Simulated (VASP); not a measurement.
# TiS2 (P-3m1) in VASP: single point with PBE

Aim: the single point of TiS2 with PBE.

Everything below comes from runs of VASP 6.6.1. Logs are shortened: lines on timing, memory, paths and dates and some standing lists are left out, and cuts for length are marked.

### Step 1. Starting point

Symmetry: P-3m1, No. 164, trigonal system. The conventional cell has a = 3.412 Å, b = 3.412 Å, c = 5.695 Å, α = 90.00°, β = 90.00°, γ = 120.00°. Around Ti (site symmetry -3m) lie 6 S at 2.43 Å. S (site symmetry 3m) is surrounded by 3 Ti at 2.43 Å.

### Step 2. Single point, PBE, collinear spin, typed start

INCAR reads:

```
SYSTEM = TiS2
  PREC = Accurate
  ENCUT = 520
  EDIFF = 1E-7
  ISMEAR = 0
  SIGMA = 0.1
  LREAL = .False.
  LASPH = .True.
  NELM = 150
  ALGO = Fast
  ISIF = 2
  LWAVE = .False.
  LCHARG = .False.
  ISPIN = 2
  MAGMOM = 1 0 0
  LORBIT = 11
  LMAXMIX = 4
  GGA = PE
  NBANDS = 23
```

KPOINTS reads:

```
Automatic mesh
0
Gamma
  6 6 4
  0 0 0
```

POSCAR reads:

```
TiS2
1.0
    3.4120010000      0.0000000000      0.0000000000
   -1.7060000000      2.9548790000      0.0000000000
    0.0000000000      0.0000000000      5.6950000000
Ti S
1 2
Direct
    0.0000000000      0.0000000000      0.0000000000
    0.3333330000      0.6666670000      0.2500000000
    0.6666670000      0.3333330000      0.7500000000
```

Potentials or basis: VASP PAW PBE potentials, release 64 (Ti_sv, S).

Started as:

```bash
$ cat potpaw_PBE.64/Ti_sv/POTCAR potpaw_PBE.64/S/POTCAR > POTCAR
$ mpirun -np 1 vasp_std > vasp.out
```

OUTCAR:

```text
SYSTEM = TiS2
   PREC = Accurate
   ENCUT = 520
   EDIFF = 1E-7
   ISMEAR = 0
   LREAL = .False.
   LASPH = .True.
   NELM = 150
   ISIF = 2
   ISPIN = 2
   LORBIT = 11
   GGA = PE

 ion  position               nearest neighbor table
   1  0.000  0.000  0.000-   2 2.43   3 2.43   2 2.43   3 2.43   3 2.43   2 2.43
   2  0.333  0.667  0.250-   1 2.43   1 2.43   1 2.43
   3  0.667  0.333  0.750-   1 2.43   1 2.43   1 2.43

  LATTYP: Found a hexagonal cell.
 ALAT       =     3.4120010000
 C/A-ratio  =     1.6691085378

  Lattice vectors:

 A1 = (   3.4120010000,   0.0000000000,   0.0000000000)
 A2 = (  -1.7060000000,   2.9548790000,   0.0000000000)
 A3 = (   0.0000000000,   0.0000000000,   5.6950000000)

Analysis of symmetry for initial positions (statically):
=====================================================================
 Subroutine PRICEL returns:
 Original cell was already a primitive cell.

 Routine SETGRP: Setting up the symmetry group for a
 hexagonal supercell.

 Subroutine GETGRP returns: Found 12 space group operations
 (whereof 12 operations were pure point group operations)
 out of a pool of 24 trial point group operations.

The static configuration has the point symmetry D_3d.

Analysis of symmetry for dynamics (positions and initial velocities):
=====================================================================
 Subroutine PRICEL returns:
 Original cell was already a primitive cell.

 Routine SETGRP: Setting up the symmetry group for a
 hexagonal supercell.

 Subroutine GETGRP returns: Found 12 space group operations
 (whereof 12 operations were pure point group operations)
 out of a pool of 24 trial point group operations.

The dynamic configuration has the point symmetry D_3d.

Analysis of structural, dynamic, and magnetic symmetry:
=====================================================================
 Subroutine PRICEL returns:
 Original cell was already a primitive cell.

 Routine SETGRP: Setting up the symmetry group for a
 hexagonal supercell.

 Subroutine GETGRP returns: Found 12 space group operations
 (whereof 12 operations were pure point group operations)
 out of a pool of 24 trial point group operations.

The overall configuration has the point symmetry D_3d.

 Subroutine INISYM returns: Found 12 space group operations
 (whereof 12 operations are pure point group operations),
 and found     1 'primitive' translations

----------------------------------------------------------------------------------------

                                     Primitive cell

  volume of cell :      57.4173

  direct lattice vectors                    reciprocal lattice vectors
     3.412001000  0.000000000  0.000000000     0.293083150  0.169211617  0.000000000
    -1.706000000  2.954879000  0.000000000     0.000000000  0.338423333  0.000000000
     0.000000000  0.000000000  5.695000000     0.000000000  0.000000000  0.175592625

  length of vectors
     3.412001000  3.412000279  5.695000000     0.338423262  0.338423333  0.175592625

  position of ions in fractional coordinates (direct lattice)
     0.000000000  0.000000000  0.000000000
     0.333333000  0.666667000  0.250000000
     0.666667000  0.333333000  0.750000000

  ion indices of the primitive-cell ions
   primitive index   ion index
                 1           1
                 2           2
                 3           3

----------------------------------------------------------------------------------------

 KPOINTS: Automatic mesh

Automatic generation of k-mesh.
 Grid dimensions read from file:
 generate k-points for:    6    6    4

 Generating k-lattice:

  Cartesian coordinates                     Fractional coordinates (reciprocal lattice)
     0.048847192  0.028201936  0.000000000     0.166666667  0.000000000  0.000000000
     0.000000000  0.056403889  0.000000000     0.000000000  0.166666667  0.000000000
     0.000000000  0.000000000  0.043898156     0.000000000  0.000000000  0.250000000

  Length of vectors
     0.056403877  0.056403889  0.043898156

  Shift w.r.t. Gamma in fractional coordinates (k-lattice)
     0.000000000  0.000000000  0.000000000

 Subroutine IBZKPT returns following result:
 ===========================================

 Found     24 irreducible k-points:

 Following reciprocal coordinates:
            Coordinates               Weight
  0.000000  0.000000  0.000000      1.000000
  0.166667 -0.000000  0.000000      6.000000
  0.333333  0.000000  0.000000      6.000000
  0.500000  0.000000  0.000000      3.000000
  0.166667  0.166667  0.000000      6.000000
  0.333333  0.166667  0.000000     12.000000
[... 16 lines left out ...]
  0.333333  0.166667  0.500000     12.000000
  0.333333  0.333333  0.500000      2.000000
   k-points           NKPTS =     24   k-points in BZ     NKDIM =     24   number of bands    NBANDS=     23
   number of dos      NEDOS =    301   number of ions     NIONS =      3
   total plane-waves  NPLWV =  32928
   dimension x,y,z NGX =    28 NGY =   28 NGZ =   42
   dimension x,y,z NGXF=    56 NGYF=   56 NGZF=   84
   ions per type =               1   2
   NGX,Y,Z   is equivalent  to a cutoff of  13.64, 13.64, 12.26 a.u.
   NGXF,Y,Z  is equivalent  to a cutoff of  27.29, 27.29, 24.52 a.u.
 SYSTEM =  TiS2
   PREC   = accura    normal or accurate (medium, high low for compatibility)
   ISTART =      0    job   : 0-new  1-cont  2-samecut
   ICHARG =      2    charge: 1-file 2-atom 10-const
   ISPIN  =      2    spin polarized calculation?
   LNONCOLLINEAR =      F non collinear calculations
   LSORBIT =      F    spin-orbit coupling
   LASPH  =      T    aspherical Exc in radial PAW
   ENCUT  =  520.0 eV  38.22 Ry    6.18 a.u.   6.34  6.34 10.59*2*pi/ulx,y,z
   NELM   =    150;   NELMIN=  2; NELMDL= -5     # of ELM steps
   EDIFF  = 0.1E-06   stopping-criterion for ELM
   LREAL  =      F    real-space projection
   EDIFFG = 0.1E-05   stopping-criterion for IOM
   NSW    =      0    number of steps for IOM
   IBRION =     -1    ionic relax: 0-MD 1-quasi-New 2-CG
   NFREE  =      0    steps in history (QN), initial steepest desc. (CG)
   ISIF   =      2    stress and relaxation
   ISYM   =      2    0-nonsym 1-usesym 2-fastsym
   POTIM  = 0.5000    time-step for ionic-motion
   TEBEG  =    0.0;   TEEND  =   0.0 temperature during run
   PSTRESS=    0.0 pullay stress
   NELECT =      24.0000    total number of electrons
   NUPDOWN=      -1.0000    fix difference up-down
   EMIN   =  10.00;   EMAX   =-10.00  energy-range for DOS
   EFERMI =   0.00;   METHOD = LEGACY
   ISMEAR =     0;   SIGMA  =   0.10  broadening in eV -4-tet -1-fermi 0-gaus
   EFERMI_NEDOS =   21; number of points for ismear=-14 and -15
   IALGO  =     68    algorithm
   IMIX   =      4    mixing-type and parameters
     AMIX     =   0.40;   BMIX     =  1.00
     AMIX_MAG =   1.60;   BMIX_MAG =  1.00
  volume/ion in A,a.u.               =      19.14       129.16
  Fermi-wavevector in a.u.,A,eV,Ry     =   1.224046  2.313111 20.385452  1.498288
  Thomas-Fermi vector in A             =   2.359135
   LORBIT       =     11    0 simple, 1 ext, 2 COOP (PROOUT), +10 PAW based schemes
   GGA     = PE    functional components
   LHFCALC =     F    Hartree Fock is set to
   AEXX    =    0.0000 exact exchange contribution
   IVDW    =     0    specifies the selected vdW correction
   LEPSILON=     F    determine dielectric tensor
   LRPA    =     F    only Hartree local field effects (RPA)
 spin polarized calculation
 RMM-DIIS sequential band-by-band and
 Gauss-broadening in eV      SIGMA  =   0.10
  energy-cutoff  :      520.00
  volume of cell :       57.42
 maximum number of plane-waves:      1572
 NGX is ok and might be reduce to    28
   NGX = 13   NGY = 13   NGZ = 21

 number of electron      24.0000000 magnetization       0.0000430

 number of electron      24.0000000 magnetization      -0.0000016

 Free energy of the ion-electron system (eV)
  ---------------------------------------------------
  ext. energy  EPLUGINS =         0.00000000
  ---------------------------------------------------
  free energy    TOTEN  =       -19.90621845 eV

  energy without entropy =      -19.90169618  energy(sigma->0) =      -19.90395731

 E-fermi :   5.4461     XC(G=0): -10.0954

 val. band max:        5.4121600987   @ k =   0.0000   0.0000   0.2500
 cond. band min:       5.5029588874   @ k =   0.0000   0.0000   0.0000
 fundamental gap:      0.0907987887
 Fermi energy:         5.4461049962

 spin component 1

 k-point     1 :       0.0000    0.0000    0.0000
  band No.  band energies     occupation
      1     -52.2439      1.00000
      2     -28.4684      1.00000
      3     -28.4206      1.00000
      4     -28.4206      1.00000
      5      -8.3105      1.00000
      6      -6.6348      1.00000
[... 15 lines left out ...]
     22      16.8808      0.00000
     23      17.9868      0.00000
[... 574 lines left out ...]
  band No.  band energies     occupation
      1     -52.2306      1.00000
      2     -28.5082      1.00000
      3     -28.5082      1.00000
      4     -28.4403      1.00000
      5      -6.4308      1.00000
      6      -6.4308      1.00000
[... 15 lines left out ...]
     22      16.6623      0.00000
     23      16.6722      0.00000
 Fermi energy:         5.4461049962

 spin component 2

 k-point     1 :       0.0000    0.0000    0.0000
  band No.  band energies     occupation
      1     -52.2439      1.00000
      2     -28.4684      1.00000
      3     -28.4206      1.00000
      4     -28.4206      1.00000
      5      -8.3106      1.00000
      6      -6.6348      1.00000
[... 15 lines left out ...]
     22      16.8853      0.00000
     23      17.9864      0.00000
[... 575 lines left out ...]
      1     -52.2306      1.00000
      2     -28.5082      1.00000
      3     -28.5082      1.00000
      4     -28.4403      1.00000
      5      -6.4308      1.00000
      6      -6.4308      1.00000
[... 15 lines left out ...]
     22      16.6604      0.00000
     23      16.6988      0.00000

------------------------ aborting loop because EDIFF is reached ----------------------------------------

  FORCE on cell =-STRESS in cart. coord.  units (eV):
  Direction    XX          YY          ZZ          XY          YZ          ZX
  --------------------------------------------------------------------------------------
  -------------------------------------------------------------------------------------
  Total        0.0284141      0.0284141      0.4002431      0.0000000      0.0000000     -0.0000000
  in kB        0.7928693      0.7928690     11.1684230      0.0000001      0.0000000     -0.0000000
  external PRESSURE =       4.2513871 kB  Pullay stress =       0.0000000 kB

 VOLUME and BASIS-vectors are now :
 -----------------------------------------------------------------------------
  energy-cutoff  :      520.00
  volume of cell :       57.42
      direct lattice vectors                 reciprocal lattice vectors
     3.412001000  0.000000000  0.000000000     0.293083150  0.169211617  0.000000000
    -1.706000000  2.954879000  0.000000000     0.000000000  0.338423333  0.000000000
     0.000000000  0.000000000  5.695000000     0.000000000  0.000000000  0.175592625

 POSITION                                       TOTAL-FORCE (eV/Angst)
 -----------------------------------------------------------------------------------
      0.00000      0.00000      0.00000        -0.000000      0.000000      0.000000
     -0.00000      1.96992      1.42375        -0.000000      0.000000     -0.121240
      1.70600      0.98496      4.27125         0.000000     -0.000000      0.121240
 -----------------------------------------------------------------------------------
    total drift:                               -0.000000      0.000000      0.000000

  FREE ENERGIE OF THE ION-ELECTRON SYSTEM (eV)
  ---------------------------------------------------
  free  energy   TOTEN  =       -19.9062184496 eV

  energy  without entropy=      -19.9016961761  energy(sigma->0) =      -19.90395731

 total charge

# of ion       s       p       d       tot
------------------------------------------
    1        2.187   6.190   1.793  10.170
    2        1.356   2.372   0.000   3.728
    3        1.356   2.372   0.000   3.728
--------------------------------------------------
tot          4.898  10.935   1.793  17.626

 magnetization (x)

# of ion       s       p       d       tot
------------------------------------------
    1        0.000  -0.000   0.000   0.000
    2       -0.000  -0.000   0.000  -0.000
    3       -0.000  -0.000   0.000  -0.000
--------------------------------------------------
tot          0.000  -0.000   0.000   0.000
```

Run time: 82 s. Hardware: 1 thread of Intel Xeon Platinum 8488C (Sapphire Rapids), shared host; peak memory 0.22 GiB.

What came out:

```
Free energy                                           : -19.9062 eV
Pressure                                              : 0.4 GPa
Largest force                                         : 0.121 eV/Å
Band gap on the k mesh                                : none (metal or under the smearing width)
Net moment                                            : 0.00 μB per cell
Valence electrons inside the program's atomic spheres : Ti 10.17; S 3.73
```

Forces in eV/Å, atoms in the order of the input:
```
Ti   0.000  0.000  0.000
S    0.000  0.000 -0.121
S    0.000  0.000  0.121
```
